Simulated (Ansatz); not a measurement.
# GaN under changes of volume

One of the cells (11.444 Å³/atom); the others are scaled copies at fixed shape and fractional positions:

```
Ga N
1.0
     0.00000    2.25350    2.25350
     2.25350    0.00000    2.25350
     2.25350    2.25350    0.00000
Ga N
1 1
Direct
  0.00000 0.00000 0.00000
  0.25000 0.25000 0.25000
```

The cell is a database's computed one.

```yaml
Program: Ansatz 0.2.0
Functional: RPBE
Potentials_or_basis: Ansatz PAW
Cutoff: "420 eV (not typed: the program's choice for these potentials)"
k_mesh: 10 × 10 × 10
Occupations: fermi-dirac, width 0.05 eV
Spin: no spin polarisation
```

```tsv
volume (Å³/atom)	energy over the lowest point (meV/atom)	pressure (GPa)	gap on the mesh (eV)
10.757	84.07	23.3	2.14
10.986	54.55	18.1	2.01
11.215	?	?	?
11.444	16.07	9.2	1.75
11.673	5.69	5.4	1.63
11.902	0.51	1.9	1.51
12.131	0.00	-1.1	1.39
```

Q: What does the run at 11.215 Å³/atom give?

A: Energy over the lowest point 32.12 meV/atom; pressure 13.4 GPa; gap on the mesh 1.88 eV.

Worked out: A Birch-Murnaghan fit of order 3 (a polynomial in V^(-2/3)) to the other rows has its minimum at 12.04 Å³/atom with B0 = V·E''(V) = 161 GPa and B' = 4.4. It gives 32.13 meV/atom at 11.215 Å³/atom, against the run's 32.12, and -dE/dV = 13.4 GPa, against 13.4. A straight line through the other rows of the gap, of slope -6.24 eV per unit of ln V (its deformation potential), gives 1.88 eV, against the run's 1.88.

Energies are extrapolated to zero smearing.

Caveats: the PAW data sets come from PBE, with cores solved anew for the run's functional, which leaves a small shift of forces and pressure.

Spin-orbit coupling on Ga is left out.
